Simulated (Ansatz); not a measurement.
Cu: energy along a strain

Cu, Fm-3m, a = 3.563 Å. Ansatz: PBEsol, PAW, 420 eV, Γ-centred 28×28×28 mesh on 1 atom, Gaussian smearing 0.15 eV; no spin polarisation. Cell vectors (Å): 0.000 1.782 1.782; 1.782 0.000 1.782; 1.782 1.782 0.000. The cell is strained by x per cent times the pattern (0 0 0 0 1 0) in the order xx yy zz yz xz xy (engineering shears), with fractional coordinates held. y is the free energy over the start, V0 = 11.312 Å³/atom. Symmetry makes y even in x. Points with a strain past 8.5 % were computed too (2) and aren't used here.

```tsv
x (%)	y (meV/atom)
-5.00	8.60
0.00	0.00
1.25	0.55
2.50	2.19
3.75	?
6.25	13.32
7.50	19.09
```

Question: Fit y = c2 x² + c4 x⁴ to the other rows, get the stiffness along the pattern, and predict the missing energy.

Answer: Least squares on the rows shown. y = 0.34712 x² − 0.00014065 x⁴. The clamped-ion stiffness p·C·p = 2 × 3.471 eV × 160.2 / 11.312 Å³ = 98 GPa, which is C55 in these axes (C44 of the cubic crystal). At x = 3.75 the fit asked for gives 4.85 meV/atom. The run gave 4.89 meV/atom, so the fit is 0.04 meV/atom too low, a small miss on the scale of the series.